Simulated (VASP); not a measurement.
Runs of VASP 6.6.1 on Mn. It takes space group P6/mmm (No. 191, hexagonal). Conventional cell: a = 2.538 Å, b = 2.538 Å, c = 2.372 Å, α = 90.00°, β = 90.00°, γ = 120.00°. Mn (site symmetry 6/mmm) has 8 Mn at 2.37 to 2.54 Å as nearest neighbours. The cell was built by a generator and needn't be a form met in nature.

| task | cell | k mesh | cutoff (eV) | gap on the mesh (eV) | pressure (GPa) | moment (μB) |
| --- | --- | --- | --- | --- | --- | --- |
| relaxation of cell and atoms | relaxed | 9 × 9 × 8 | 600 | none | 0.2 | 4.01 |
| single point | P6/mmm, 17.03 Å³/atom | 9 × 9 × 8 | 520 | none | 0.1 | 4.01 |
| single point | P6/mmm, 13.24 Å³/atom | 9 × 9 × 8 | 520 | none | (a) | 2.60 |
| single point | I4/mmm, 15.2 Å³/atom | 10 × 10 × 10 | 520 | none | 0.2 | 3.75 |

Alike in all rows: level r2SCAN; potentials or basis VASP PAW PBE potentials, release 64 (Mn_pv); spin collinear, typed start; smearing gaussian 0.1 eV.

**Question.** Estimate the missing entries.

**Answer.** (a) 1.0.

Caveats: the PAW data sets were made with another functional, which shifts forces and pressure a little; the volume moved by over 15 % at a fixed basis, so the end points are rough (some runs).

A gap of «none» marks a metal or a gap under the smearing width.
